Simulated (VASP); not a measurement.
```yaml
crystal:
  lattice:
    - [1.75747, -3.04403, 0.00000]
    - [1.75747, 3.04403, 0.00000]
    - [0.00000, 0.00000, 5.67034]
  atoms:
    - { symbol: In, position: [0.66667, 0.33333, 0.49984] }
    - { symbol: In, position: [0.33333, 0.66667, 0.99984] }
    - { symbol: N, position: [0.66667, 0.33333, 0.87916] }
    - { symbol: N, position: [0.33333, 0.66667, 0.37916] }
```

Calculation: r2SCAN meta-GGA, VASP's PBE PAW potentials (set 64) (plane waves; VASP). Run with 520 eV cut-off, 7×7×4 Γ-centred mesh, Gaussian smearing of 0.050 eV, potentials In_d N.

### Question
Give the stress tensor in GPa (positive for a compressed cell).

### Answer

```
4.60  0.00  0.00
0.00  4.60  0.00
0.00  0.00  4.45
```
The pressure is its mean diagonal, 4.55 GPa.

The compound is InN in the wurtzite structure. This cell is one point of a volume scan, at 0.97 of the reference volume.
